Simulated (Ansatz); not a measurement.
# TiTeO3: relaxing cell and atoms

The start is TiTeO3, a known structure type filled with other elements, at an estimated volume. Where does it settle when we relax cell and atoms, and what is it like there?

Program: Ansatz 0.2.0. Level of theory: DFT, r2SCAN, no spin polarisation, plane waves, PAW. These are calculated values, not measurements.

## Step 1: The structure

The structure is tetragonal, space group P4mm (No. 99). The conventional cell has a = 3.956 Å, b = 3.956 Å, c = 4.092 Å, α = 90.00°, β = 90.00°, γ = 90.00°. Te (site symmetry 4mm) has 8 O at 2.62 to 2.82 Å as nearest neighbours. Around Ti (site symmetry 4mm) lie 5 O at 1.82 to 1.99 Å. Around O (site symmetry 4mm) lie 1 Ti at 1.82 Å. Around O (site symmetry 2mm) lie 2 Ti at 1.99 Å.

Coordinates:

```cif
data_structure
_symmetry_space_group_name_H-M 'P 1'
_symmetry_Int_Tables_number 1
_cell_length_a 3.9564
_cell_length_b 3.9564
_cell_length_c 4.0916
_cell_angle_alpha 90.000
_cell_angle_beta 90.000
_cell_angle_gamma 90.000
_cell_volume 64.05
loop_
_atom_site_label
_atom_site_type_symbol
_atom_site_fract_x
_atom_site_fract_y
_atom_site_fract_z
_atom_site_occupancy
Te1 Te 0.00000 0.00000 0.00000 1
Ti1 Ti 0.50000 0.50000 0.52840 1
O1 O 0.50000 0.50000 0.08400 1
O2 O 0.50000 0.00000 0.58200 1
O3 O 0.00000 0.50000 0.58200 1
```

It starts from an earlier solution of the starting cell (checkpoint.read).

## Step 2: Relaxing

Input file input.yaml:

```yaml
crystal:
  lattice:
    - [3.95643339, 0.0, 0.0]
    - [0.0, 3.95643339, 0.0]
    - [0.0, 0.0, 4.09160372]
  atoms:
    - { symbol: Te, position: [0.0, 0.0, 0.0] }
    - { symbol: Ti, position: [0.5, 0.5, 0.5284] }
    - { symbol: O, position: [0.5, 0.5, 0.084] }
    - { symbol: O, position: [0.5, 0.0, 0.582] }
    - { symbol: O, position: [0.0, 0.5, 0.582] }
  symmetry: { tolerance: 0.0003 }
kpoints:
  mp_grid: { grid: [8, 8, 7], shift: [0, 0, 0] }
magnetization:
  spin_polarized: false
scf:
  occupations: { method: fermi_dirac }
  lower_state_search: "off"
hamiltonian:
  pseudopotentials: { kind: paw }
  xc: r2scan
basis:
  ecutwfc: 500
  fft_grid_basis: typed
relax:
  max_steps: 60
  cell: { p_target: 0.0 }
output:
  forces: true
  stress: true
  eigenvalues: true
  bader: true
  populations: true
  elf: true
  write_potential: true
  volumetric_format: npy
  dos:
    e_range: [-12, 8]
    de: 0.05
    projected: { site_lists: { O: [O], Te: [Te], Ti: [Ti] } }
checkpoint:
  read: saved_state
```

Command:

```sh
> ansatz run input.yaml --threads 2 --pin off --max-ram 2560MiB --backend cpu --events-out ev --progress --plain --runs-dir out
```

Q: Predict the outcome of this session. Wanted: moves; energy gained; largest move; cell; volume; pressure at the end; character; Bader charges.

**Answer**, as computed:

```
                                                 quantity                                                                      value
                                                    moves                                                                          8
                                            energy gained                                                              27.8 meV/atom
                                             largest move                                                                0.15 Å (Ti)
                     space group (0.01 Å), before / after                                                                P4mm / P4mm
                                                     cell  a = 3.845 Å, b = 3.845 Å, c = 4.251 Å, α = 90.00°, β = 90.00°, γ = 90.00°
                                                   volume                                                     12.57 Å³/atom (-1.9 %)
                                      pressure at the end                                                                   0.01 GPa
           formation energy (elements from separate runs)                                                              -1.67 eV/atom
                                                character                                                                      metal
density of states, mean within 0.25 eV of the Fermi level                                                        1.9 per eV per cell
                                            Bader charges                                     Te +1.20, Ti +2.24, O -1.16 to -1.12 e
```

In words: The volume shrank by 1.9 %, and the largest move of an atom is 0.15 Å apart from the change of the cell; the energy fell by 27.8 meV per atom. With 8 symmetry operations imposed, the end may be a saddle point towards distortions that break them. Bands cross the Fermi level: a metal; within 0.25 eV of the Fermi level the density of states averages 1.9 per eV per cell, mostly Te p (52 %), Ti d (27 %) and O p (16 %). By Bader's partition Ti gives up most (+2.24 e) and O takes most (-1.15 e). Against the elements' reference phases (Te trigonal tellurium, Ti hcp, O2 molecule; separate runs with the same functional) the formation energy is -1.67 eV per atom, a bound cell by that test.
